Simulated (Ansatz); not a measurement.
MgO under changes of volume

One of the cells (9.221 Å³/atom); the others are scaled copies at fixed shape and fractional positions:

```
Mg O
1.0
     0.00000    2.09700    2.09700
     2.09700    0.00000    2.09700
     2.09700    2.09700    0.00000
Mg O
1 1
Direct
  0.00000 0.00000 0.00000
  0.50000 0.50000 0.50000
```

The cell is a database's computed one.

```yaml
Program: Ansatz 0.2.0
Functional: LDA
Potentials_or_basis: all-electron LAPW, scalar-relativistic
Cutoff: 316 eV (chosen from the basis error)
Basis_error_allowed: 0.001 eV/atom
k_mesh: 11 × 11 × 11
Occupations: tetrahedron
Spin: no spin polarisation
```

| volume (Å³/atom) | energy over the lowest point (meV/atom) | pressure (GPa) | gap on the mesh (eV) |
| --- | --- | --- | --- |
| 8.668 | 7.27 | 7.2 | 5.42 |
| 8.853 | 1.42 | 3.1 | 5.20 |
| 9.037 | 0.00 | -0.6 | 4.99 |
| 9.221 | 2.58 | -3.9 | 4.78 |
| 9.406 | 8.76 | -6.8 | 4.59 |
| 9.590 | 18.18 | -9.5 | 4.41 |
| 9.775 | ? | ? | ? |

**Question.** What does the run at 9.775 Å³/atom give?

**Answer.** Energy over the lowest point 30.52 meV/atom; pressure -11.9 GPa; gap on the mesh 4.23 eV.

Worked out: A Birch-Murnaghan fit of order 3 (a polynomial in V^(-2/3)) to the other rows has its minimum at 9.01 Å³/atom with B0 = V·E''(V) = 172 GPa and B' = 4.0. It gives 30.60 meV/atom at 9.775 Å³/atom, against the run's 30.52, and -dE/dV = -12.0 GPa, against -11.9. A straight line through the other rows of the gap, of slope -10 eV per unit of ln V (its deformation potential), extrapolates to 4.21 eV, against the run's 4.23.

Energies are extrapolated to zero smearing.

Caveats: with tetrahedron occupations forces and stress needn't match the slope of the energy.
